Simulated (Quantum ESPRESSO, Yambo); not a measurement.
# A GW run on SiC (Moissanite) in Yambo, with inputs changed

Aim: change inputs of a GW run on SiC (Moissanite) and see what moves.

Program: Yambo 5.3.0. Level of theory: PBE and many-body steps on it, plane waves. Results are calculated unless marked as measured.

## Step 1: The structure

Symmetry: P6_3mc, No. 186, hexagonal system. The conventional cell has a = 3.076 Å, b = 3.076 Å, c = 5.048 Å, α = 90.00°, β = 90.00°, γ = 120.00°. Nearest to Si lie 4 C at 1.88 to 1.90 Å. Nearest to C lie 4 Si at 1.88 to 1.90 Å. Farther neighbours are not listed.

Coordinates:

```cif
data_structure
_symmetry_space_group_name_H-M 'P6_3mc'
_symmetry_Int_Tables_number 186
_cell_length_a 3.0760
_cell_length_b 3.0760
_cell_length_c 5.0480
_cell_angle_alpha 90.000
_cell_angle_beta 90.000
_cell_angle_gamma 120.000
_cell_volume 41.36
loop_
_atom_site_label
_atom_site_type_symbol
_atom_site_symmetry_multiplicity
_atom_site_Wyckoff_symbol
_atom_site_fract_x
_atom_site_fract_y
_atom_site_fract_z
_atom_site_occupancy
Si1 Si 2 b 0.33333 0.66667 0.00456 1
C1 C 2 b 0.33333 0.66667 0.38044 1
```

Geometry: measured (diffraction); atoms relaxed with PBE. The runs that relaxed it are not among those shown.

## Step 2: Base

This step: Yambo 5.3.0; G0W0 on PBE, plane waves, norm-conserving pseudopotentials.

G0W0 replaces the xc potential by the self-energy, built once from these orbitals. Only a window of levels is corrected, while the sums run over the empty bands that the input names.

The input, gw2.in:

```
HF_and_locXC
gw0
dyson
ppa
em1d
rim_cut
RandQpts= 1000000
RandGvec= 1 RL
EXXRLvcs= 74 Ry
VXCRLvcs= 296 Ry
Chimod= "HARTREE"
% BndsRnXp
 1 | 207 |
%
NGsBlkXp= 17 Ry
% LongDrXp
 1 | 1 | 1 |
%
% GbndRnge
 1 | 207 |
%
DysSolver= "n"
ExtendOut
PPAPntXp= 27.21138 eV
% QPkrange
 1 | 1 | 7 | 10 |
 7 | 7 | 7 | 10 |
 4 | 4 | 7 | 10 |
%
```

Command:

```
> OMP_NUM_THREADS=1 mpirun -n 4 yambo -F gw2.in -J gw2 -C gw2 > gw2.log
```

The program printed:

```text
 Yambo, version 5.3.0

 [02] CORE Variables Setup
 =========================

  [... cell, symmetries and grids as in the set-up ...]

  [02.05] Energies & Occupations
  ==============================

  [X] === General ===
  [X] Electronic Temperature                        :  0.000000  0.000000 [eV K]
  [X] Bosonic    Temperature                        :  0.000000  0.000000 [eV K]
  [X] Finite Temperature mode                       : no
  [X] El. density                                   :  0.38681E+24 [cm-3]
  [X] Fermi Level                                   :  9.650849 [eV]

  [X] === Gaps and Widths ===
  [X] Conduction Band Min                           :  2.283037 [eV]
  [X] Valence Band Max                              :  0.000000 [eV]
  [X] Filled Bands                                  :   8
  [X] Empty Bands                                   :     9   496
  [X] Direct Gap                                    :  4.286464 [eV]
  [X] Direct Gap localized at k                     :   4
  [X] Indirect Gap                                  :  2.283037 [eV]
  [X] Indirect Gap between kpts                     :   1   7
  [X] Last valence band width                       :  3.832875 [eV]
  [X] 1st conduction band width                     :  3.608972 [eV]

 [03] Transferred momenta grid and indexing
 ==========================================

 IBZ Q-points                                      :  10
 BZ  Q-points                                      :   36

 K/Q-points units:
 rlu = crystal or reduced units; cc = cartesian coordinates; iku = interal k-units

 Q [ 1]         [rlu]:  0.000000  0.000000  0.000000
 Q [ 2]         [rlu]:  0.000000  0.000000  0.250000
 Q [ 3]         [rlu]:  0.000000  0.000000 -0.500000
 Q [ 4]         [rlu]:  0.10530E-16  0.33333       0.0000
 Q [ 5]         [rlu]:  0.10530E-16  0.33333      0.25000
 Q [ 6]         [rlu]:  0.10530E-16  0.33333     -0.50000
 Q [ 7]         [rlu]:  0.333333  0.333333  0.000000
 Q [ 8]         [rlu]:  0.333333  0.333333  0.250000
 Q [ 9]         [rlu]:  0.333333  0.333333 -0.500000
 Q [10]         [rlu]: -0.10530E-16 -0.33333      0.25000

 [04] Coloumb potential Random Integration (RIM)
 ===============================================

  [04.01] RIM initialization
  ==========================

  * Diagonal components only detected *

  8 x (sBL volume)        :  0.197473 [a.u.]
  sBZ random points       :  1000000
  Points outside the sBZ  :   7980387
  RL volume               :  0.888629 [a.u.]
  Integrated volume       :  0.890813 [a.u.]

  [04.02] RIM integrals
  =====================

  Gamma point sphere radius             :  0.105630 [a.u.]
  Points outside the sphere             :   813512
  [Int_sBZ(q=0) 1/q^2]*(Vol_sBZ)^(-1/3) =:  7.220721
                                 should be <:  7.795600

  Summary of Coulomb integrals for non-metallic bands |Q|[au] RIM/Bare

  Q [1] 0.100000E-4 0.926256 * Q [2] 0.164665 0.633513
  Q [3] 0.329330 0.866147 * Q [4] 0.416047 1.148303
  Q [5] 0.447448 1.092121 * Q [10] 0.447448 1.090956
  Q [6] 0.530616 1.026046 * Q [7] 0.720615 1.047175
  Q [8] 0.739189 1.040740 * Q [9] 0.792303 1.027473

 [WARNING] [Xp] User bands 1-207 break level degeneracy

 [05] Dipoles
 ============

  [05.01] Setup: observables and procedures
  =========================================

  [WARNING] [x,Vnl] slows the Dipoles computation. To neglect it rename the ns.kb_pp file

 [06] Dynamic Dielectric Matrix (PPA)
 ====================================

 [WR./gw2//ndb.pp]---------------------------------------------------------------
  Brillouin Zone Q/K grids (IBZ/BZ)                :   10   36   10   36
  RL vectors                                       :   3863 [WF]
  Coulomb cutoff potential                         : none
  Electronic Temperature                           :  0.000000 [K]
  Bosonic    Temperature                           :  0.000000 [K]
  PPA    diel. fun.  energies                      : Perdew, Burke & Ernzerhof(X)+Perdew, Burke & Ernzerhof(C)
  wavefunctions                                    : Perdew, Burke & Ernzerhof(X)+Perdew, Burke & Ernzerhof(C)
  Global Gauge                                     : length
  X matrix size                                    :   325
  X band range                                     :    1  207
  X e/h energy range                               : -1.000000 -1.000000 [eV]
  X Time ordering                                  : R
  X Hxc Kernel                                     : HARTREE
  X Drude frequency                                :  0.000000  0.000000
  X poles                                          :  100.0000 [o/o]
  RL vectors in the sum                            :   3863
  [r,Vnl] included                                 : yes
  Field direction                                  :  0.577350E-5  0.577350E-5  0.577350E-5
  BZ energy Double Grid                            : no
  BZ energy DbGd points                            : 0
  BZ Q point size factor                           : -1.000000
  X Optical Averaged directions                    : none

 [07] Local Exchange-Correlation + Non-Local Fock
 ================================================

 [VXC] Plane waves :  23969
 [EXS] Plane waves :  3009

 QP @ state[ 1 ] K range:  1  1
 QP @ state[ 1 ] b range:   7  10
 QP @ state[ 2 ] K range:   4   4
 QP @ state[ 2 ] b range:   7  10
 QP @ state[ 3 ] K range:   7   7
 QP @ state[ 3 ] b range:   7  10

 [xc] Functional : Perdew, Burke & Ernzerhof(X)+Perdew, Burke & Ernzerhof(C)
 [xc] LIBXC used to calculate xc functional
  PP Number of Atomic Species                      :  2
  NLCC RL compoments                               :  23969
  PP Number of Atomic Species                      :  2
  NLCC RL compoments                               :  23969

 [xc] E_xc :  -6.119829 [Ha]
      E_xc :  -12.23966 [Ry]

  Local XC kind (lXC) : Perdew, Burke & Ernzerhof(X)+Perdew, Burke & Ernzerhof(C)
  Non-Local XC kind (nlXC) : Hartree-Fock

  Corrections @ K [1] :  [eV]
 <7|nlXC|7> = -17.88872 -0.78240E-17 <7|lXC|7> = -15.06937 -0.18882E-15
 <8|nlXC|8> = -17.88813  0.15773E-16 <8|lXC|8> = -15.06937  0.18882E-15
 <9|nlXC|9> = -6.641639 -0.38327E-17 <9|lXC|9> = -12.10368  0.000000
 <10|nlXC|10> = -7.141519 -0.40121E-17 <10|lXC|10> = -12.78151  0.37763E-15

  Corrections @ K [4] :  [eV]
 <7|nlXC|7> = -16.71616  0.48470E-19 <7|lXC|7> = -13.76423  0.94408E-16
 <8|nlXC|8> = -17.80459 -0.91047E-17 <8|lXC|8> = -14.65947 -0.37763E-15
[...]
Corrections @ K [7] :  [eV]
[...]
<8|nlXC|8> = -16.97495  0.80779E-17 <8|lXC|8> = -13.14519 -0.47204E-16
 <9|nlXC|9> = -5.490164 -0.53753E-18 <9|lXC|9> = -9.853741  0.000000
 <10|nlXC|10> = -6.330252  0.24215E-17 <10|lXC|10> = -12.28319 -0.47204E-16

 [08] Dyson equation: Newton solver
 ==================================

  [08.01] G0W0 (W PPA)
  ====================

  [  GW  ] Bands range     :    1  207
  [GW/PPA] G damping       :  0.100000 [eV]

  QP @ state[ 1 ] K range:  1  1
  QP @ state[ 1 ] b range:   7  10
  QP @ state[ 2 ] K range:   4   4
  QP @ state[ 2 ] b range:   7  10
  QP @ state[ 3 ] K range:   7   7
  QP @ state[ 3 ] b range:   7  10

   Sc/G bands                                       :    1  207
   Sc/G damping                                     :  0.100000 ev
   Sc bands terminator                              : no
   Sx RL components                                 :  3009

   QP @ state[ 1 ] K range                          :  1  1
   QP @ state[ 1 ] b range                          :   7  10
   QP @ state[ 2 ] K range                          :   4   4
   QP @ state[ 2 ] b range                          :   7  10
   QP @ state[ 3 ] K range                          :   7   7
   QP @ state[ 3 ] b range                          :   7  10
   GF energies kind                                 : Perdew, Burke & Ernzerhof(X)+Perdew, Burke & Ernzerhof(C)
   GF WF`s kind                                     : Perdew, Burke & Ernzerhof(X)+Perdew, Burke & Ernzerhof(C)
   Xs energies kind                                 : Perdew, Burke & Ernzerhof(X)+Perdew, Burke & Ernzerhof(C)
   Xs WF`s kind                                     : Perdew, Burke & Ernzerhof(X)+Perdew, Burke & Ernzerhof(C)

 [11] Game Over & Game summary
```

It took 2.5 min on 4 MPI ranks of Arm Neoverse V1, shared host; peak memory 1.7 GiB.

This step gave:

```
G0W0 gap on the points computed              : 3.014 eV
starting gap on the mesh                     : 2.283 eV
k of the valence top                         : 0, 0, 0
k of the conduction bottom                   : 0.3333, 0.3333, 0
least direct G0W0 gap on the computed points : 5.236 eV
Z at the valence top                         : 0.7951
Z at the conduction bottom                   : 0.8274
```

The gap on the mesh goes from 2.28 eV to 3.01 eV, a correction of +0.73 eV.

## Step 3: Core charge in Vxc

gw6.in, as its differences from gw2.in of step 2:

```diff
@@ -29 +29,2 @@
 %
+UseNLCC
```

Command:

```
> OMP_NUM_THREADS=1 mpirun -n 4 yambo -F gw6.in -J gw6,gw2_W -C gw6 > gw6.log
```

The program printed:

```text
 Yambo, version 5.3.0

 [02] CORE Variables Setup
 =========================

  [... cell, symmetries and grids as in the set-up ...]

  [02.05] Energies & Occupations
  ==============================

  [X] === General ===
  [X] Electronic Temperature                        :  0.000000  0.000000 [eV K]
  [X] Bosonic    Temperature                        :  0.000000  0.000000 [eV K]
  [X] Finite Temperature mode                       : no
  [X] El. density                                   :  0.38681E+24 [cm-3]
  [X] Fermi Level                                   :  9.650849 [eV]

  [X] === Gaps and Widths ===
  [X] Conduction Band Min                           :  2.283037 [eV]
  [X] Valence Band Max                              :  0.000000 [eV]
  [X] Filled Bands                                  :   8
  [X] Empty Bands                                   :     9   496
  [X] Direct Gap                                    :  4.286464 [eV]
  [X] Direct Gap localized at k                     :   4
  [X] Indirect Gap                                  :  2.283037 [eV]
  [X] Indirect Gap between kpts                     :   1   7
  [X] Last valence band width                       :  3.832875 [eV]
  [X] 1st conduction band width                     :  3.608972 [eV]

 [03] Transferred momenta grid and indexing
 ==========================================

 IBZ Q-points                                      :  10
 BZ  Q-points                                      :   36

 K/Q-points units:
 rlu = crystal or reduced units; cc = cartesian coordinates; iku = interal k-units

 Q [ 1]         [rlu]:  0.000000  0.000000  0.000000
 Q [ 2]         [rlu]:  0.000000  0.000000  0.250000
 Q [ 3]         [rlu]:  0.000000  0.000000 -0.500000
[...]
Q [ 8]         [rlu]:  0.333333  0.333333  0.250000
 Q [ 9]         [rlu]:  0.333333  0.333333 -0.500000
 Q [10]         [rlu]: -0.10530E-16 -0.33333      0.25000

 [04] Coloumb potential Random Integration (RIM)
 ===============================================

 Summary of Coulomb integrals for non-metallic bands |Q|[au] RIM/Bare

 Q [1] 0.100000E-4 0.926256 * Q [2] 0.164665 0.633513
 Q [3] 0.329330 0.866147 * Q [4] 0.416047 1.148303
 Q [5] 0.447448 1.092121 * Q [10] 0.447448 1.090956
 Q [6] 0.530616 1.026046 * Q [7] 0.720615 1.047175
 Q [8] 0.739189 1.040740 * Q [9] 0.792303 1.027473

 [WARNING] [Xp] User bands 1-207 break level degeneracy

 [05] Dipoles
 ============

  [05.01] Setup: observables and procedures
  =========================================

 [06] Dynamic Dielectric Matrix (PPA)
 ====================================

   Sc/G bands                                       :    1  207
   Sc/G damping                                     :  0.100000 ev
   Sc bands terminator                              : no
   Sx RL components                                 :  3009

   QP @ state[ 1 ] K range                          :  1  1
   QP @ state[ 1 ] b range                          :   7  10
   QP @ state[ 2 ] K range                          :   4   4
   QP @ state[ 2 ] b range                          :   7  10
   QP @ state[ 3 ] K range                          :   7   7
   QP @ state[ 3 ] b range                          :   7  10
   GF energies kind                                 : Perdew, Burke & Ernzerhof(X)+Perdew, Burke & Ernzerhof(C)
   GF WF`s kind                                     : Perdew, Burke & Ernzerhof(X)+Perdew, Burke & Ernzerhof(C)
   Xs energies kind                                 : Perdew, Burke & Ernzerhof(X)+Perdew, Burke & Ernzerhof(C)
   Xs WF`s kind                                     : Perdew, Burke & Ernzerhof(X)+Perdew, Burke & Ernzerhof(C)

 [11] Game Over & Game summary
```

Wall time 86 s (4 MPI ranks); peak memory 1.6 GiB; 5.7 min of CPU time.

Numbers from this step:

```yaml
g0w0_gap_on_the_points_computed: 2.773 eV
starting_gap_on_the_mesh: 2.283 eV
k_of_the_valence_top: 0, 0, 0
k_of_the_conduction_bottom: 0.3333, 0.3333, 0
least_direct_g0w0_gap_on_the_computed_points: 5.133 eV
z_at_the_valence_top: 0.7951
z_at_the_conduction_bottom: 0.8274
```

Against G0W0 in Yambo (3×3×4 mesh, 207 bands, screening to 231.3 eV, Godby-Needs plasmon pole), the gap moves by −0.241 eV.

[end of part 1 of 2]

[Paths, hosts, dates, memory and timing lines, banners, echoed tables and standing remarks are left out of the program output.]

[Logs are printed without paths, hosts, clocks, repeated set-up lines and the standing remarks that a program may print on its own settings, such as how far it seeks lower states.]

[Runs of the session that timed out or met a known fault of the program may be left out.]

[Hosts, paths, dates, database ids (printed as entryN), source tags and the programs' standing remarks are cut or masked in the printed files.]
